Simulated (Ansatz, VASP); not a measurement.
# Cross-check of MgO (Periclase) between VASP and Ansatz, part 2 of 2

Wanted: the spread between two codes on one cell, functional and k mesh. The cell is a member of a volume series, scaled by 1.04 from a relaxed one, so a pressure remains.

VASP 6.6.1 and Ansatz 0.2.0.

So far. Step 3 (Ansatz: single point, PBEsol, volume scaled by 1.04): The run ends at a pressure of -5.27 GPa.

## Step 7: Ansatz: single point, PBEsol, volume scaled by 1.06

Level of this step: Ansatz beside VASP: Kohn-Sham DFT, plane waves, PBEsol (Ansatz).

The same cell, functional, mesh and smearing now go to Ansatz, which takes its cutoff from its data sets.

The cell is a member of a volume series, scaled by 1.06 from a relaxed one, so a pressure remains.

Contents of input.yaml:

```yaml
crystal:
  lattice:
    - [0.0, 2.14613463, 2.14613463]
    - [2.14613463, 0.0, 2.14613463]
    - [2.14613463, 2.14613463, 0.0]
  atoms:
    - { symbol: Mg, position: [0.0, 0.0, 0.0] }
    - { symbol: O, position: [0.5, 0.5, 0.5] }
hamiltonian:
  xc: pbesol
  pseudopotentials: { kind: paw }
kpoints:
  mp_grid: { grid: [13, 13, 13] }
scf:
  occupations: { method: gaussian, width: 0.05 }
  n_extra_bands: 4
output:
  forces: true
  stress: true
  eigenvalues: true
  write_density: true
  write_potential: true
  elf: true
  volumetric_format: npy
```

Run with:

```sh
ansatz run input.yaml --threads 2 --pin off --max-ram 4608MiB --backend cpu --events-out ev --progress --plain --runs-dir out
```

Numbers of over 12 decimals in the logs are rounded to 6 here.

The program printed:

```text
[...]
Crystal: 2 atoms, lattice volume = 19.770 Å³
Basis set: ecut = 420 eV, 387 PW (Γ), exchange–correlation on 48×48×48 points (8 copies of the dense FFT grid, shifted against one another)
Bands: 12, of which v1, the nominal top of the filled ones, is band 8 counted from 1 (7 counted from 0)
Symmetry: 48 space group operations
[...]
k-points: 84 of 2197
[...]
--- Band table (eV; the first three rows and the last of 84) ---
  k-point 0: bands = [... 4 lower, -9.5819, 7.3305, 7.3305, 7.3305, 11.4413, 22.6885, 22.6885, 22.6885]
  k-point 1: bands = [... 4 lower, -9.5221, 6.9208, 7.2939, 7.2939, 11.8456, 21.8297, 22.8218, 22.8218]
  k-point 2: bands = [... 4 lower, -9.3516, 6.0129, 7.1931, 7.1931, 12.7200, 20.5307, 23.1410, 23.1410]
  k-point 83: bands = [... 4 lower, -8.1238, 4.3200, 4.6996, 5.7244, 18.2672, 18.4463, 18.8264, 22.2160]
[key lines of the parts left out:]
SCF converged after 6 iterations
Free energy (F): -2475.844525 eV
Fermi energy:    9.386249 eV
P = ⅓ Tr σ = -7.7439 GPa (-77.439 kbar)
```

Elapsed: 1.1 s, on 2 threads of Arm Neoverse V1, shared host; peak memory 0.28 GiB.

The run ends at a pressure of -7.74 GPa.

## Step 8: Side by side

Both answers:

| quantity | Ansatz | VASP | difference |
| --- | --- | --- | --- |
| pressure (GPa) | -7.74 | -8.31 | +0.57 |
| pressure without Ansatz's Pulay correction (GPa) | -8.40 | -8.31 | -0.09 |
| gap on the k mesh (eV) | 4.111 | 4.108 | +0.003 |

A gap on the mesh is an upper bound, since the band edges may lie between its points. Ansatz's pressure holds a Pulay correction of 0.66 GPa; VASP's holds none.

## Step 9: VASP: single point, PBEsol, volume scaled by 1.08

With cell and atoms fixed, the geometry can't cause a difference; cores, projectors, grids and the points listed under the comparison can. The cell compared in this pair holds 20.14 Å³, against 19.77 Å³ for the pair before.

The input asks for a relaxation, which ended at its first step since no free force or stress exceeded the threshold; so it serves as a single point.

Contents of INCAR:

```
SYSTEM = MgO
PREC = Accurate
ENCUT = 520
EDIFF = 1E-08
NELM = 100
ISMEAR = 0
SIGMA = 0.05
LREAL = .FALSE.
ALGO = Normal
GGA = PS
NBANDS = 10
LORBIT = 11
LWAVE = .FALSE.
LCHARG = .FALSE.
KPAR = 12
IBRION = 2
NSW = 30
ISIF = 4
EDIFFG = -0.002
```

Contents of POSCAR:

```
MgO
1.0
    0.0000000000      2.1595483242      2.1595483242
    2.1595483242      0.0000000000      2.1595483242
    2.1595483242      2.1595483242      0.0000000000
Mg O
1 1
Direct
    0.0000000000      0.0000000000      0.0000000000
    0.5000000000      0.5000000000      0.5000000000
```

Contents of KPOINTS:

```
Automatic mesh
0
Gamma
13 13 13
0 0 0
```

The projector-augmented-wave data sets are Mg and O (PBE family, release 64).

Run with:

```sh
mpirun -np 12 vasp_std
```

The program printed:

```text
[... set-up lines as in an earlier step ...]
 entering main loop
       N       E                     dE             d eps       ncg     rms          rms(c)
DAV:   1     0.109531556386E+02    0.10953E+02   -0.45762E+03  1936   0.700E+02
DAV:   2    -0.133051856904E+02   -0.24258E+02   -0.23438E+02  1916   0.131E+02
DAV:   3    -0.138394739648E+02   -0.53429E+00   -0.53365E+00  2008   0.176E+01
DAV:   4    -0.138407614977E+02   -0.12875E-02   -0.12875E-02  1860   0.977E-01
[...]
DAV:  12    -0.124618512113E+02   -0.60162E-06   -0.11669E-07  1874   0.401E-03    0.567E-04
DAV:  13    -0.124618512565E+02   -0.45143E-07   -0.13159E-08  1116   0.959E-04    0.521E-05
DAV:  14    -0.124618512467E+02    0.97325E-08   -0.19481E-10   924   0.135E-04
   1 F= -.12461851E+02 E0= -.12461851E+02  d E =-.124619E+02
[...]
reached required accuracy - stopping structural energy minimisation
```

OUTCAR, selected parts (step 9):

```text
  Total       -1.3278011     -1.3278011     -1.3278011      0.0000000      0.0000000     -0.0000000
  in kB     -105.6148113   -105.6148113   -105.6148113      0.0000000      0.0000000     -0.0000000
  external PRESSURE =    -105.6148113 kB  Pullay stress =       0.0000000 kB

 POSITION                                       TOTAL-FORCE (eV/Angst)
 -----------------------------------------------------------------------------------
      0.00000      0.00000      0.00000         0.000000     -0.000000     -0.000000
      2.15955      2.15955      2.15955        -0.000000      0.000000      0.000000
 -----------------------------------------------------------------------------------
    total drift:                               -0.000000     -0.000000      0.000000

  FREE ENERGIE OF THE ION-ELECTRON SYSTEM (eV)
  ---------------------------------------------------
  free  energy   TOTEN  =       -12.4618512467 eV

  energy  without entropy=      -12.4618512467  energy(sigma->0) =      -12.46185125

[... 2 parts as in an earlier step ...]

[... 2 further parts left out ...]
[key lines of the parts left out:]
E-fermi :   2.8559
```

## Step 10: Ansatz: single point, PBEsol, volume scaled by 1.08

The same cell, functional, mesh and smearing now go to Ansatz, which takes its cutoff from its data sets.

The cell is a member of a volume series, scaled by 1.08 from a relaxed one, so a pressure remains.

Edit input.yaml of step 7 so:

```diff
@@ -2,5 +2,5 @@
   lattice:
-    - [0.0, 2.14613463, 2.14613463]
-    - [2.14613463, 0.0, 2.14613463]
-    - [2.14613463, 2.14613463, 0.0]
+    - [0.0, 2.15954832, 2.15954832]
+    - [2.15954832, 0.0, 2.15954832]
+    - [2.15954832, 2.15954832, 0.0]
   atoms:
```

Run with:

```sh
ansatz run input.yaml --threads 2 --pin off --max-ram 4608MiB --backend cpu --events-out ev --progress --plain --runs-dir out
```

The program printed:

```text
[...]
Crystal: 2 atoms, lattice volume = 20.143 Å³
Basis set: ecut = 420 eV, 411 PW (Γ), exchange–correlation on 48×48×48 points (8 copies of the dense FFT grid, shifted against one another)
Bands: 12, of which v1, the nominal top of the filled ones, is band 8 counted from 1 (7 counted from 0)
Symmetry: 48 space group operations
[...]
k-points: 84 of 2197
[...]
--- Band table (eV; the first three rows and the last of 84) ---
  k-point 0: bands = [... 4 lower, -9.7099, 7.1134, 7.1134, 7.1134, 11.0600, 22.3666, 22.3666, 22.3666]
  k-point 1: bands = [... 4 lower, -9.6521, 6.7056, 7.0784, 7.0784, 11.4664, 21.5119, 22.4960, 22.4960]
  k-point 2: bands = [... 4 lower, -9.4876, 5.8075, 6.9810, 6.9810, 12.3409, 20.2147, 22.8020, 22.8020]
  k-point 83: bands = [... 4 lower, -8.3050, 4.1620, 4.5357, 5.5393, 17.9370, 18.0715, 18.4203, 21.7681]
[key lines of the parts left out:]
SCF converged after 6 iterations
Free energy (F): -2475.823857 eV
Fermi energy:    9.087047 eV
P = ⅓ Tr σ = -9.9789 GPa (-99.789 kbar)
```

The job ended after 1.1 s (2 threads; peak memory 0.28 GiB).

The run ends at a pressure of -9.98 GPa.

## Step 11: Comparison

Both answers:

| quantity | Ansatz | VASP | difference |
| --- | --- | --- | --- |
| pressure (GPa) | -9.98 | -10.56 | +0.58 |
| pressure without Ansatz's Pulay correction (GPa) | -10.63 | -10.56 | -0.07 |
| gap on the k mesh (eV) | 3.947 | 3.942 | +0.004 |

A gap on the mesh is an upper bound, since the band edges may lie between its points. Ansatz's pressure holds a Pulay correction of 0.65 GPa; VASP's holds none.

## Step 12: Summary of results

```yaml
difference_in_gap_on_the_k_mesh_single_point_pbesol_volume_scaled_by_1p04: 4.2e-4 eV
difference_in_pressure_single_point_pbesol_volume_scaled_by_1p04: 0.55 GPa
difference_in_gap_on_the_k_mesh_single_point_pbesol_volume_scaled_by_1p06: 0.0030 eV
difference_in_pressure_single_point_pbesol_volume_scaled_by_1p06: 0.57 GPa
difference_in_gap_on_the_k_mesh_single_point_pbesol_volume_scaled_by_1p08: 0.0045 eV
difference_in_pressure_single_point_pbesol_volume_scaled_by_1p08: 0.58 GPa
```

In words: The difference in pressure is 0.58 GPa (single point, PBEsol, volume scaled by 1.08), within the 1 GPa picked in this series as the mark of a large difference. Single point, PBEsol, volume scaled by 1.04, Ansatz's all-electron LAPW method: the difference in gap on the k mesh goes from 4.2e-4 to 0.0028 eV. Such differences can come from data sets, numerical settings and the points named under the comparisons, not from the functional's error against experiment.

[Lines on the potential files, build, host, timing and source positions are cut from VASP's logs without a mark.]

[Logs are printed without paths, hosts, clocks, repeated set-up lines and the standing remarks that a program may print on its own settings, such as how far it seeks lower states.]

[Hosts, paths, dates, database ids (printed as entryN), source tags and the programs' standing remarks are cut or masked in the printed files.]
